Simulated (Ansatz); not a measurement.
# TiO2 (C2/m): how G0W0 depends on its starting point, part 2 of 2

How much of the starting functional survives in the G0W0 gap of TiO2 (C2/m)?

Ansatz 0.2.0; G0W0 on several functionals, plane waves, PAW. Known limits of the many-body steps: not at the basis limit; coarse k mesh.

So far. Step 2 (G0W0 on LDA): The gap on the mesh goes from 2.67 eV to 4.36 eV, a correction of +1.69 eV. Between the two edge states, bare exchange in place of the xc potential would open the gap by 13.05 eV, and correlation takes back 11.36 eV.

In doubt: masses and optical values from hybrid runs of this build are listed as unsure (step 4), which bears on the screening that GW takes from such a start.

### Step 3. G0W0 on r2SCAN

One-shot GW remembers its start. Another functional's orbitals and levels show by how much.

This step: G0W0 on r2SCAN, plane waves, PAW; PAW set soft_1.

The input, input.yaml:

```yaml
crystal:
  lattice:
    - [6.1535771931, -1.8834685, 0.0]
    - [6.1535771931, 1.8834685, 0.0]
    - [-1.9283261078, 0.0, 6.3289668713]
  atoms:
    - { symbol: Ti, position: [0.804714, 0.804714, 0.716238] }
    - { symbol: Ti, position: [0.099929, 0.099929, 0.710398] }
    - { symbol: Ti, position: [0.195286, 0.195286, 0.283762] }
    - { symbol: Ti, position: [0.900071, 0.900071, 0.289602] }
    - { symbol: O, position: [0.0583525, 0.0583525, 0.369979] }
    - { symbol: O, position: [0.638069, 0.638069, 0.706603] }
    - { symbol: O, position: [0.1328115, 0.1328115, 0.004709] }
    - { symbol: O, position: [0.9416475, 0.9416475, 0.630021] }
    - { symbol: O, position: [0.7365115, 0.7365115, 0.3475] }
    - { symbol: O, position: [0.8671885, 0.8671885, 0.995291] }
    - { symbol: O, position: [0.2634885, 0.2634885, 0.6525] }
    - { symbol: O, position: [0.361931, 0.361931, 0.293397] }
kpoints:
  mp_grid: { grid: [4, 4, 2] }
hamiltonian:
  xc: r2scan
  pseudopotentials: { kind: paw, azcp: { folder: soft_1 } }
scf:
  occupations: { method: fixed }
gw:
  n_empty_bands: 373
  ecut_chi: 108
  qp_bands: [v4, c4]
  qp_kpoints: band_edges
  screening: { model: contour_deformation }
```

On the command line:

```console
$ ansatz run input.yaml --threads 3 --pin off --max-ram 92160MiB --backend cuda --events-out ev --progress --plain --runs-dir out --devices 1 --max-vram 13GiB
```

Numbers of over 12 decimals in the logs are rounded to 6 here.

Output:

```text
GPUs: using 1 of 1 available (devices: 1).
[...]
GPU FFT provider: cuFFT
GPU libraries: cuBLAS 13.8.2, cuFFT 12.4.0, cuSOLVER 12.3.4
Crystal: 12 atoms, lattice volume = 146.706 Å³
Basis set: ecut = 500 eV, 3713 PW (Γ), exchange–correlation on 192×192×200 points (64 copies of the dense FFT grid, shifted against one another)
Bands: 60, of which v1, the nominal top of the filled ones, is band 48 counted from 1 (47 counted from 0)
Symmetry: 4 space group operations
[...]
k-points: 14 of 32
[...]
GPU buffer pool allocated for 115200 grid points (all kernels)
[...]
SCF iter   1: F=—  HF=-14585.300319 eV  |F-HF|=—  |Δ(HF+E_count)|=         —  Δρ=6.97e-2  dr2=7.74e0  dr2_τ=1.25e0  ethr=3.10e-3  ⟨swp⟩=3.0  Hψ=2480  notcnv=0  defer=110
[...]
SCF iter  13: F=-14585.218851 eV  HF=-14585.218851 eV  |F-HF|=7.63e-9  |Δ(HF+E_count)|=   4.50e-8  Δρ=2.72e-6  dr2=1.06e-8  dr2_τ=9.61e-10  ethr=1.04e-10  ⟨swp⟩=8.6  Hψ=3140  notcnv=0
SCF 1 converged in 13 iterations: F = -14585.218851 eV  dr2 = 1.06e-8
[...]
NSCF: frozen V_eff on 14 k-points
[...]
G₀W₀ screening: q 1/14
[... further progress lines ...]
[...]
SCF converged after 13 iterations
Free energy (F): -14585.218851 eV
[...]
Internal energy: -14585.218851 eV  (E = F + TS)
E sigma→0 (E₀):  -14585.218851 eV
Fermi energy:    5.724549 eV
[...]
--- Band table (eV; the first three rows and the last of 14) ---
  k-point 0: bands = [... 44 lower, 4.9393, 4.9720, 5.3466, 5.5407, 8.8395, 9.1808, 9.4028, 9.4032, ... 8 higher]
  k-point 1: bands = [... 44 lower, 5.0217, 5.0531, 5.1084, 5.2750, 8.9449, 9.2086, 9.3809, 9.4720, ... 8 higher]
  k-point 2: bands = [... 44 lower, 5.1044, 5.1919, 5.5131, 5.6080, 9.2088, 9.2765, 9.4133, 9.5064, ... 8 higher]
  k-point 13: bands = [... 44 lower, 4.8299, 5.3048, 5.5002, 5.5118, 9.0917, 9.1992, 9.3516, 9.4978, ... 8 higher]
[...]
0    45      4.9393   -25.4388     4.5808   -20.8768  0.7196     4.9581     4.9581  root
     0    46      4.9720   -25.3354     4.4303   -20.8874  0.7230     4.9544     4.9544  root
     0    47      5.3466   -25.8351     4.5563   -21.3175  0.7271     5.3853     5.3853  root
     0    48      5.5407   -25.3784     4.6323   -20.7767  0.7191     5.5713     5.5713  root
     0    49      8.8395   -13.1599    -6.7433   -21.1381  0.7280    10.1051    10.0743  root
     0    50      9.1808   -13.5208    -6.8308   -21.6107  0.7219    10.4745    10.4399  root
     0    51      9.4028   -14.0228    -6.7532   -22.0838  0.7220    10.7482    10.7106  root
     0    52      9.4032   -13.9327    -6.4207   -21.6397  0.7253    10.7249    10.6896  root
[...]
13    49      9.0917   -13.4552    -6.5805   -21.2592  0.7258    10.3463    10.3152  root
    13    50      9.1992   -13.4828    -6.9795   -21.7256  0.7198    10.4978    10.4625  root
    13    51      9.3516   -13.2301    -7.0279   -21.5044  0.7186    10.6331    10.5979  root
    13    52      9.4978   -13.5136    -6.8379   -21.6201  0.7192    10.8028    10.7663  root
```

It took 54 s on 1 × NVIDIA H100 80GB HBM3 (shared by 6 runs) with 3 threads of AMD EPYC 7R13 (Zen 3), shared host; peak memory 2.1 GiB; 1.7 min of CPU time.

This step gave:

| Quantity | Value |
| --- | --- |
| bands summed | 421 |
| RPA ε∞ on this mesh (eigenvalues) | 5.154, 5.354, 5.469 |
| plane waves in the screening matrix | 375 |
| q-points in the mesh | 32 |
| G0W0 gap on the mesh | 4.307 eV |
| k of the valence top | 0.25, -0.25, -0.5 |
| k of the conduction bottom | 0, 0, 0 |
| starting gap on the mesh | 3.115 eV |
| Z at the valence top | 0.7216 |
| Z at the conduction bottom | 0.7280 |
| least direct G0W0 gap on the computed points | 4.503 eV |

Against the run with 4×4×2 mesh, 373 empty bands, screening to 108 eV, PAW set soft_1 files on LDA, the gap moves by −0.06 eV, while the start moved by +0.45 eV.

### Step 4. G0W0 on HSE06

This step: G0W0 on HSE06, plane waves, PAW; PAW set soft_1.

Edit input.yaml of step 3 so:

```diff
@@ -21,3 +21,3 @@
 hamiltonian:
-  xc: r2scan
+  xc: hse06
   pseudopotentials: { kind: paw, azcp: { folder: soft_1 } }
```

Output:

```text
GPUs: using 1 of 1 available (devices: 1).
[...]
davidson cushion auto → on  (no smearing: the cushion is to keep the highest requested band from converging to the state above it; pin scf.eigensolver.cushion to override)
[...]
GPU FFT provider: cuFFT
GPU libraries: cuBLAS 13.8.2, cuFFT 12.4.0, cuSOLVER 12.3.4
Crystal: 12 atoms, lattice volume = 146.706 Å³
Basis set: ecut = 420 eV, 2869 PW (Γ)
[...]
0    51      9.9459   -13.4309    -5.9548   -20.2436  0.7610    10.8142    10.8038  root
     0    52      9.9686   -13.5638    -6.2727   -20.6977  0.7570    10.8405    10.8297  root
[...]
13    49      9.6238   -12.9603    -6.0728   -19.8256  0.7615    10.4250    10.4163  root
    13    50      9.7733   -13.0046    -6.4837   -20.2960  0.7550    10.5907    10.5810  root
    13    51      9.9624   -12.6913    -6.5770   -20.0438  0.7536    10.7469    10.7378  root
    13    52     10.0837   -13.0190    -6.3490   -20.1838  0.7550    10.9096    10.8995  root
[key lines of the parts left out:]
Free energy (F): -14551.860776 eV
Fermi energy:    5.095332 eV
```

The job ended after 98 s (1 × NVIDIA H100 80GB HBM3 (shared by 6 runs) with 3 threads; peak memory 2.3 GiB).

This step gave:

* bands summed: 421
* RPA ε∞ on this mesh (eigenvalues): 4.225, 4.328, 4.513
* plane waves in the screening matrix: 375
* G0W0 gap on the mesh: 4.721 eV
* k of the valence top: 0.25, -0.25, -0.5
* k of the conduction bottom: 0, 0, 0
* starting gap on the mesh: 4.285 eV
* least direct G0W0 gap on the computed points: 4.917 eV

Against the run with 4×4×2 mesh, 373 empty bands, screening to 108 eV, PAW set soft_1 files on r2SCAN, the gap moves by +0.41 eV, while the start moved by +1.17 eV.

### Step 5. The starts together

All on the 4×4×2 mesh with 373 empty bands and screening to 108 eV. Times are wall times on 1 × NVIDIA H100 80GB HBM3 (shared by 6 runs) with 3 threads of AMD EPYC 7R13 (Zen 3), shared host, good to a factor of about two.

```
 start  starting gap (eV)  shift (eV)  G0W0 gap (eV)  RPA ε∞ (harmonic mean)  Z (valence, conduction)  time
   LDA               2.67       +1.69           4.36                    6.12               0.71, 0.72  20 s
r2SCAN               3.11       +1.19           4.31                    5.32               0.72, 0.73  54 s
 HSE06               4.28       +0.44           4.72                    4.35               0.76, 0.76  98 s
```

The parts of the quasiparticle energy at the two band edges (eV; QP = start + Σx + Σc − Vxc):

```
   run               edge  start      Σx     Σc     Vxc     Z     QP
   LDA        valence top   5.70  -25.27   4.46  -20.74  0.71   5.63
   LDA  conduction bottom   8.37  -13.29  -6.90  -21.81  0.72   9.99
r2SCAN        valence top   5.72  -25.46   4.47  -21.04  0.72   5.77
r2SCAN  conduction bottom   8.84  -13.16  -6.74  -21.14  0.73  10.07
 HSE06        valence top   5.10  -25.55   4.23  -21.68  0.76   5.45
 HSE06  conduction bottom   9.38  -12.67  -6.27  -19.73  0.76  10.17
```

For a hybrid start, Vxc holds its share of exact exchange.

### Step 6. Outcome

```yaml
g0w0_lda: 4.36 eV (start 2.67 eV)
g0w0_r2scan: 4.31 eV (start 3.11 eV)
g0w0_hse06: 4.72 eV (start 4.28 eV)
known_limits: not at the basis limit; coarse k mesh
```

In words: The starting gaps span 1.62 eV and the G0W0 gaps 0.41 eV. Between LDA and HSE06, 0.36 eV of the 1.62 eV survives, 22 %. The order is not kept throughout: r2SCAN starts 0.45 eV above LDA and ends 0.06 eV below it, so orbitals matter beside the gap. HSE06 screens less than LDA (ε∞ 4.35 against 6.12). Of the 0.36 eV by which its G0W0 gap is higher, the correlation part gives +0.86 eV, and exchange with the one-particle terms, which follow the orbitals, −0.50 eV. The smallest correction, +0.44 eV, is on HSE06, the start nearest to reproducing itself. Bands and cutoff are finite, so the gap is not at the basis limit. The miss can reach some tenths of an eV and take either sign; the mesh is an error of its own. The 4×4×2 mesh is coarse for this cell (its supercell is 13 Å along the shortest edge). The RPA ε∞ on it, from the LDA start, is 5.92, 6.18 and 6.28; such meshes misread the long-range screening, most where the gap is narrow.

[Paths, hosts, dates, memory and timing lines, banners, echoed tables and standing remarks are left out of the program output.]

[Logs are printed without paths, hosts, clocks, repeated set-up lines and the standing remarks that a program may print on its own settings, such as how far it seeks lower states.]

[Runs of the session that timed out or met a known fault of the program may be left out.]

[Cells called generated may have been cut or substituted from an entry of the Crystallography Open Database or the Materials Project.]

[Hosts, paths, dates, database ids (printed as entryN), source tags and the programs' standing remarks are cut or masked in the printed files.]
